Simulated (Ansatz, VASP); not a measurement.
**BAs: VASP beside Ansatz**

Wanted: the spread between two codes on one cell, functional and k mesh. The cell is taken from a series of VASP runs on this material, whose earlier steps may have relaxed, scaled or displaced it; both programs get it as it stands. Valence electrons are named where the data sets of a main pair hold unlike numbers.

Calculated with Ansatz 0.2.0; plane waves, with VASP 6.6.1 beside it; relaxation of cell and atoms at LDA and relaxation of cell and atoms at r2SCAN.

## 1. The structure

It takes space group F-43m (No. 216, cubic). The conventional cell has a = 4.743 Å, b = 4.743 Å, c = 4.743 Å, α = 90.00°, β = 90.00°, γ = 90.00°. Nearest to As lie 4 B at 2.05 Å. Nearest to B lie 4 As at 2.05 Å. Farther neighbours are not listed.

Coordinates:

```cif
data_structure
_symmetry_space_group_name_H-M 'P 1'
_symmetry_Int_Tables_number 1
_cell_length_a 3.3535
_cell_length_b 3.3535
_cell_length_c 3.3535
_cell_angle_alpha 60.000
_cell_angle_beta 60.000
_cell_angle_gamma 60.000
_cell_volume 26.67
loop_
_atom_site_label
_atom_site_type_symbol
_atom_site_fract_x
_atom_site_fract_y
_atom_site_fract_z
_atom_site_occupancy
As1 As 0.75000 0.75000 0.75000 1
B2 B 0.00000 0.00000 0.00000 1
```

## 2. VASP: relaxation of cell and atoms, LDA

The relaxed volume is the usual yardstick between codes: in a stiff, nearly cubic crystal its relative difference is about their pressure difference at one cell divided by the bulk modulus.

Lines of VASP's logs that name or quote its potential files are left out, and so is its time.

Contents of INCAR:

```
SYSTEM = BAs
PREC = Accurate
ENCUT = 500
EDIFF = 1E-07
NELM = 100
ISMEAR = 0
SIGMA = 0.03
LREAL = .FALSE.
ALGO = Normal
GGA = CA
NBANDS = 10
LORBIT = 11
LWAVE = .FALSE.
LCHARG = .FALSE.
KPAR = 4
IBRION = 2
NSW = 50
ISIF = 3
EDIFFG = -0.002
```

Contents of POSCAR:

```
BAs
1.0
    0.0000000000      2.3712548361      2.3712548361
    2.3712548361      0.0000000000      2.3712548361
    2.3712548361      2.3712548361      0.0000000000
As B
1 1
Direct
    0.7500000000      0.7500000000      0.7500000000
    0.0000000000      0.0000000000      0.0000000000
```

Contents of KPOINTS:

```
Automatic mesh
0
Gamma
8 8 8
0 0 0
```

PAW data sets: As and B (LDA family, release 64).

The run is started by

```console
> mpirun -np 4 vasp_std
```

Numbers of over 12 decimals in the logs are rounded to 6 here.

What it wrote:

```text
[banner, memory and clock lines left out]
running    4 mpi-ranks, on    1 nodes
 distrk:  each k-point on    1 cores,    4 groups
 distr:  one band on    1 cores,    1 groups

 POSCAR found type information on POSCAR AsB
 POSCAR found :  2 types and       2 ions
 LDA part: xc-table for (Slater(with rela. corr.)+CA(PZ))
 , standard interpolation
 POSCAR, INCAR and KPOINTS ok, starting setup
 FFT: planning ... GRIDC
 FFT: planning ... GRID_SOFT
 FFT: planning ... GRID
 WAVECAR not read
 entering main loop
       N       E                     dE             d eps       ncg     rms          rms(c)
DAV:   1     0.103316373800E+02    0.10332E+02   -0.37316E+03   580   0.681E+02
DAV:   2    -0.130775336947E+02   -0.23409E+02   -0.22705E+02   822   0.109E+02
DAV:   3    -0.136927885831E+02   -0.61525E+00   -0.61420E+00   676   0.173E+01
DAV:   4    -0.136945488829E+02   -0.17603E-02   -0.17602E-02   712   0.105E+00
DAV:   5    -0.136945518221E+02   -0.29392E-05   -0.29392E-05   672   0.420E-02    0.518E+00
DAV:   6    -0.130230811276E+02    0.67147E+00   -0.18223E+00   618   0.592E+00    0.245E+00
DAV:   7    -0.129375430186E+02    0.85538E-01   -0.21228E-01   692   0.247E+00    0.899E-01
DAV:   8    -0.129240281286E+02    0.13515E-01   -0.25031E-02   630   0.884E-01    0.104E-01
DAV:   9    -0.129240524879E+02   -0.24359E-04   -0.73140E-04   678   0.181E-01    0.585E-02
DAV:  10    -0.129240590855E+02   -0.65976E-05   -0.85066E-05   648   0.554E-02    0.140E-02
DAV:  11    -0.129240604816E+02   -0.13961E-05   -0.16070E-06   692   0.934E-03    0.129E-02
DAV:  12    -0.129240603242E+02    0.15742E-06   -0.79119E-07   648   0.395E-03    0.289E-03
DAV:  13    -0.129240603264E+02   -0.22143E-08   -0.29074E-08   372   0.126E-03
   1 F= -.12924060E+02 E0= -.12924060E+02  d E =-.129241E+02
 curvature:   0.00 expect dE= 0.000E+00 dE for cont linesearch  0.000E+00
 trial: gam= 0.00000 g(F)=  0.561E-48 g(S)=  0.514E-06 ort = 0.000E+00 (trialstep = 0.100E+01)
 search vector abs. value=  0.515E-06
 reached required accuracy - stopping structural energy minimisation
```

OUTCAR, selected parts (step 2):

```text
ion  position               nearest neighbor table
   1  0.750  0.750  0.750-   2 2.05   2 2.05   2 2.05   2 2.05
   2  0.000  0.000  0.000-   1 2.05   1 2.05   1 2.05   1 2.05

  LATTYP: Found a face centered cubic cell.
 ALAT       =     4.7425096722

 Subroutine GETGRP returns: Found 24 space group operations
 (whereof 24 operations were pure point group operations)

The static configuration has the point symmetry T_d .

 Found     29 irreducible k-points:

   k-points           NKPTS =     29   k-points in BZ     NKDIM =     29   number of bands    NBANDS=     10

   dimension x,y,z NGX =    24 NGY =   24 NGZ =   24
   dimension x,y,z NGXF=    48 NGYF=   48 NGZF=   48

   ENCUT  =  500.0 eV  36.75 Ry    6.06 a.u.   6.11  6.11  6.11*2*pi/ulx,y,z

   NELECT =       8.0000    total number of electrons

 k-points in reciprocal lattice and weights: Automatic mesh
   0.00000000  0.00000000  0.00000000       0.002
   0.12500000  0.00000000  0.00000000       0.016
   0.25000000  0.00000000  0.00000000       0.016
   0.37500000  0.00000000  0.00000000       0.016
   0.50000000  0.00000000  0.00000000       0.008
   0.12500000  0.12500000  0.00000000       0.012
   0.25000000  0.12500000  0.00000000       0.047
   0.37500000  0.12500000  0.00000000       0.047
   0.50000000  0.12500000  0.00000000       0.047
[...]
-0.37500000  0.50000000  0.12500000       0.023
  -0.25000000  0.50000000  0.25000000       0.012

 average (electrostatic) potential at core
       1 -51.7674       2 -31.6716

 E-fermi :   6.6360

 k-point     1 :       0.0000    0.0000    0.0000
  band No.  band energies     occupation
      1      -9.1703      2.00000
      2       6.4055      2.00000
      3       6.4055      2.00000
      4       6.4055      2.00000
      5       9.6826      0.00000
      6       9.6826      0.00000
      7       9.6826      0.00000
      8      11.3772      0.00000
      9      15.8713      0.00000
    ...

 k-point     2 :       0.1250    0.0000    0.0000
  band No.  band energies     occupation
      1      -8.9099      2.00000
      2       4.4290      2.00000
      3       5.9567      2.00000
      4       5.9567      2.00000
      5       9.8526      0.00000
      6      10.2703      0.00000
      7      10.2703      0.00000
      8      12.5641      0.00000
      9      16.8413      0.00000
    ...

 k-point     3 :       0.2500    0.0000    0.0000
  band No.  band energies     occupation
      1      -8.1509      2.00000
      2       1.4144      2.00000
      3       5.2330      2.00000
      4       5.2330      2.00000
      5       9.5697      0.00000
      6      11.0729      0.00000
      7      11.0729      0.00000
      8      14.3650      0.00000
      9      17.6903      0.00000
    ...

  Total       -0.0026662     -0.0026662     -0.0026662      0.0000000      0.0000000      0.0000000
  in kB       -0.1601903     -0.1601903     -0.1601903      0.0000000      0.0000000      0.0000000
  external PRESSURE =      -0.1601903 kB  Pullay stress =       0.0000000 kB

  energy-cutoff  :      500.00
  volume of cell :       26.67
      direct lattice vectors                 reciprocal lattice vectors
     0.000000000  2.371254836  2.371254836    -0.210858821  0.210858821  0.210858821
     2.371254836  0.000000000  2.371254836     0.210858821 -0.210858821  0.210858821
     2.371254836  2.371254836  0.000000000     0.210858821  0.210858821 -0.210858821

 POSITION                                       TOTAL-FORCE (eV/Angst)
 -----------------------------------------------------------------------------------
      3.55688      3.55688      3.55688         0.000000      0.000000      0.000000
      0.00000      0.00000      0.00000        -0.000000     -0.000000      0.000000
 -----------------------------------------------------------------------------------
    total drift:                               -0.000000     -0.000000     -0.000000

  FREE ENERGIE OF THE ION-ELECTRON SYSTEM (eV)
  ---------------------------------------------------
  free  energy   TOTEN  =       -12.9240603264 eV

  energy  without entropy=      -12.9240603264  energy(sigma->0) =      -12.92406033

 reached required accuracy - stopping structural energy minimisation

 total charge
# of ion       s       p       d       tot
------------------------------------------
    1        1.178   1.693   0.091   2.961
    2        0.653   1.205   0.000   1.859
--------------------------------------------------
tot          1.831   2.898   0.091   4.820

[... 3 further parts left out ...]
```

The gap is read on the k-mesh alone, so it is an upper bound where the band edges lie off the mesh. The run keeps the 24 symmetry operations of its start, so it cannot find a distortion of lower symmetry.

## 3. Ansatz: relaxation of cell and atoms, LDA

Ansatz runs on its default PAW (the set named soft_2) files.

The same cell, functional (in two slightly different forms), mesh and smearing now go to Ansatz, which takes its cutoff from its data sets.

Contents of input.yaml:

```yaml
crystal:
  lattice:
    - [0.0, 2.3712548361, 2.3712548361]
    - [2.3712548361, 0.0, 2.3712548361]
    - [2.3712548361, 2.3712548361, 0.0]
  atoms:
    - { symbol: As, position: [0.75, 0.75, 0.75] }
    - { symbol: B, position: [0.0, 0.0, 0.0] }
hamiltonian:
  xc: lda
  pseudopotentials: { kind: paw }
kpoints:
  mp_grid: { grid: [8, 8, 8] }
scf:
  occupations: { method: gaussian, width: 0.03 }
relax:
  f_tol: 0.01
  max_steps: 60
  cell: { stress_tol: 0.05 }
output:
  forces: true
  stress: true
```

The run is started by

```console
> ansatz run input.yaml --threads 4 --pin off --max-ram 9216MiB --backend cpu --events-out ev --progress --plain --runs-dir out
```

What it wrote:

```text
Engine: ansatz 0.2.0, aarch64-unknown-linux-gnu
Pseudopotentials: kind: paw
Pseudopotential: As, paw, valence charge 15, recommended cutoff 420 eV (normal), As.paw.azcp
Pseudopotential: B, paw, valence charge 3, recommended cutoff 420 eV (normal), B.paw.azcp
Functional definition: SPW92
  exchange = slater_x
  correlation = pw_c
Crystal: 2 atoms, lattice volume = 26.666 Å³
Basis set: ecut = 420 eV, 531 PW (Γ)
Bands: 13, of which v1, the nominal top of the filled ones, is band 9 counted from 1 (8 counted from 0)
Symmetry: 24 space group operations
Space group: F-43m (ITA 216), of the structure as read, at distance tolerance 3.0e-5 Å
k-points: 29 of 512 (time reversal used)
Non-local potential: As, projectors of the file, l = 0: 2, l = 1: 2, l = 2: 3, l = 3: 1
Non-local potential: B, projectors of the file, l = 0: 2, l = 1: 2, l = 2: 1
PAW form: soft (Blöchl's): semilocal exchange-correlation on the pseudo side does not see the compensation charge
PAW frozen core: As, regenerated for the run's functional, and the local potential with it (the file was generated under x = pbe(κ = 0.804, μ = 0.219515), c = pbe(β = 0.066725))
PAW frozen core: B, regenerated for the run's functional, and the local potential with it (the file was generated under x = pbe(κ = 0.804, μ = 0.219515), c = pbe(β = 0.066725))
PAW one-centre angular grid: As, 590 points (default); XC on 64 Gauss nodes
PAW one-centre angular grid: B, 110 points (default); XC on 64 Gauss nodes
Initial density: superposition of atomic densities (neutral atoms: chi_scale 0, normalization atom), corrected by the library's trained network
Initial wavefunctions: pseudopotential atomic-orbital guess
Functional: x = slater, c = lda
SCF iter   1: F=—  HF=-4923.530716 eV  |F-HF|=—  |Δ(HF+E_count)|=         —  Δρ=7.22e-3  dr2=1.37e-2  ethr=1.77e-3  ⟨swp⟩=5.9  Hψ=2108  notcnv=0
preconditioner: auto → none  [insulator: Δε(μ)=1.121 eV  Ē_g=12.525 eV  σ=0.030 eV  W_gap=1.00  n_scr=8 (ndim 8)  ℏωp=20.3 eV  f_vac=0.000  D(μ)=0.00/eV (n_scr^D=0)  ε∞_Penn≈3.6]
SCF iter   2: F=—  HF=-4923.526367 eV  |F-HF|=—  |Δ(HF+E_count)|=   4.35e-3  Δρ=2.15e-3  dr2=6.76e-4  ethr=7.62e-5  ⟨swp⟩=2.0  Hψ=743  notcnv=0
SCF iter   3: F=—  HF=-4923.526053 eV  |F-HF|=—  |Δ(HF+E_count)|=   3.14e-4  Δρ=1.04e-3  dr2=1.21e-4  ethr=3.76e-6  ⟨swp⟩=2.0  Hψ=727  notcnv=0
SCF iter   4: F=—  HF=-4923.526031 eV  |F-HF|=—  |Δ(HF+E_count)|=   2.18e-5  Δρ=3.97e-4  dr2=1.62e-5  ethr=6.71e-7  ⟨swp⟩=1.0  Hψ=377  notcnv=0
SCF iter   5: F=—  HF=-4923.526026 eV  |F-HF|=—  |Δ(HF+E_count)|=   5.30e-6  Δρ=7.52e-5  dr2=6.02e-7  ethr=8.97e-8  ⟨swp⟩=2.2  Hψ=596  notcnv=0
SCF iter   6: F=-4923.526025 eV  HF=-4923.526025 eV  |F-HF|=7.46e-11  |Δ(HF+E_count)|=   5.47e-8  Δρ=6.66e-6  dr2=4.03e-9  ethr=5.56e-10  ⟨swp⟩=4.0  Hψ=1134  notcnv=0
SCF 1 converged in 6 iterations: F = -4923.526025 eV  dr2 = 4.03e-9
  greatest PAW one-centre occupation: 0.999 electrons in one spin orbital (limit 2), on the As atom at site 0 (counted from 0), in its partial waves of l = 2
relax step   1: F+E_penalty+E_count = -4923.52602548 eV  Δ(F+E_penalty+E_count) = +0.000e0 eV  max|allowed force component| = 2.777e-16 eV/Å  Δτ_max = 0.0000 Å  P = -0.950 GPa  Ω = 26.666 Å³  (6 SCF iters, dr2 threshold 1.00e-7 eV, accepted)
[...]
relax step   2: F+E_penalty+E_count = -4923.52659104 eV  Δ(F+E_penalty+E_count) = -5.656e-4 eV  max|allowed force component| = 1.256e-16 eV/Å  Δτ_max = 0.0000 Å  P = -0.272 GPa  Ω = 26.542 Å³  energy of the carried Pulay correction = +9.105e-5 eV  (4 SCF iters, dr2 threshold 2.00e-7 eV, accepted)
[...]
relax step   3: F+E_penalty+E_count = -4923.52666842 eV  Δ(F+E_penalty+E_count) = -7.738e-5 eV  max|allowed force component| = 8.825e-17 eV/Å  Δτ_max = 0.0000 Å  P = +0.004 GPa  Ω = 26.493 Å³  energy of the carried Pulay correction = +1.274e-4 eV  (4 SCF iters, dr2 threshold 1.85e-7 eV, accepted)
[...]
relax step   4: F+E_penalty+E_count = -4923.52651420 eV  Δ(F+E_penalty+E_count) = +1.542e-4 eV  max|allowed force component| = 7.922e-17 eV/Å  Δτ_max = 0.0000 Å  P = +0.001 GPa  Ω = 26.493 Å³  stress off target by 5.74e-4 GPa  SCF on the basis re-selected at this cell (its energy is not comparable with the rows above)  (5 SCF iters)
basis re-selected at this cell: Δ(F+E_penalty+E_count) = +1.542e-4 eV, ΔP = -0.003 GPa vs the last step (what re-selecting the basis moved, of the pressure what is left beyond the Pulay correction that the steps carried, after the strain that the cell walked since its last selection, with what the two solves' SCF thresholds leave and, on support functions, any second-order correction that the steps lacked; it is no m [...]
SCF converged after 5 iterations
Free energy (F): -4923.526514 eV
Harris-Foulkes:  -4923.526514 eV  (|F-HF|=1.82e-12)
Internal energy: -4923.526514 eV  (E = F + TS)
E sigma→0 (E₀):  -4923.526514 eV
Fermi energy:    11.856628 eV
--- Per-component energies (eV) ---
  E_band       = -209.366957
  E_kinetic    = 153.886984
  E_local      = -1678.177363  (includes V_loc(G=0)·N_el)
  E_nonlocal   = -651.917011
  E_hartree    = 932.087675
  E_xc         = -111.541402
  E_vxc        = -118.512422  (∫ρ·V_xc dr)
  E_paw        = -1827.866664  (= ΣΔE_a)
  E_vpaw       = 221.177491  (= ΣTr[D̂ρ^β])
  E_aug_tail   = 0.000006  (compensation charges beyond the density's cutoff)
  E_ewald      = -1742.119804
  E_core_change = 2.121064  (= ΣΔE_core)
  E_smearing   = -0.000000  (= −TS)
  E_closure    = 0.000000  (closes the sum)
  Σ components = -4923.526514   (vs F -4923.526514, Δ=0.00e0)
--- Forces (eV/Å), atoms counted from 1 ---
  atom   1  As     0.00000000     0.00000000     0.00000000
  atom   2  B     -0.00000000     0.00000000     0.00000000
  max |Σ_I F_I| component: 1.93e-16 eV/Å
--- Stress (GPa, compression-positive) ---
        0.000574      -0.000000       0.000000
        0.000000       0.000574       0.000000
        0.000000      -0.000000       0.000574
  P = ⅓ Tr σ = 0.0006 GPa (0.006 kbar)
--- Relaxed structure (3 steps of the walk, 3 accepted, 1 SCFs on fresh bases) ---
  F+E_penalty+E_count = -4923.52651420 eV   max|allowed force component| = 7.922e-17 eV/Å   (the final SCF, on the basis selected at the relaxed cell)
  cell:  # Å, volume = 26.4926 Å³
    - [0, 2.366091, 2.366091]
    - [2.366091, 0, 2.366091]
    - [2.366091, 2.366091, 0]
  atoms:
    - { symbol: As, position: [0.750000, 0.750000, 0.750000] }
    - { symbol: B, position: [0, 0, 0] }
```

Run time: 1.5 s. Hardware: 4 threads of Arm Neoverse V1, shared host; peak memory 0.34 GiB.

## 4. Differences

Known differences besides the potentials themselves: the two LDA forms differ slightly; both relaxations stop at a tolerance, which leaves soft axes loose, and VASP keeps its plane-wave basis; the data sets hold 18 valence electrons in Ansatz (on its default PAW (the set named soft_2) files) and 8 in VASP; the cutoff is 420 eV in Ansatz and 500 eV in VASP; VASP's log shows a relativistic correction to its local exchange, Ansatz's none; Ansatz adds a Pulay correction to the stress that steers its cell, VASP none. Total energies have different zeros and are not compared.

Both answers:

```
                                         quantity  Ansatz   VASP  difference
                                      volume (Å³)   26.49  26.67     -0.65 %
edge a after relaxation, in the typed setting (Å)   3.346  3.353     -0.22 %
```

The walks stopped with 0.00 GPa left in Ansatz and -0.02 GPa in VASP; each walk ends within a tolerance, so the volume difference is uncertain by about these residues over the bulk modulus, most in soft cells.

[end of part 1 of 2]

[Lines on the potential files, build, host, timing and source positions are cut from VASP's logs without a mark.]

[Logs are printed without paths, hosts, clocks, repeated set-up lines and the standing remarks that a program may print on its own settings, such as how far it seeks lower states.]

[Hosts, paths, dates, database ids (printed as entryN), source tags and the programs' standing remarks are cut or masked in the printed files.]
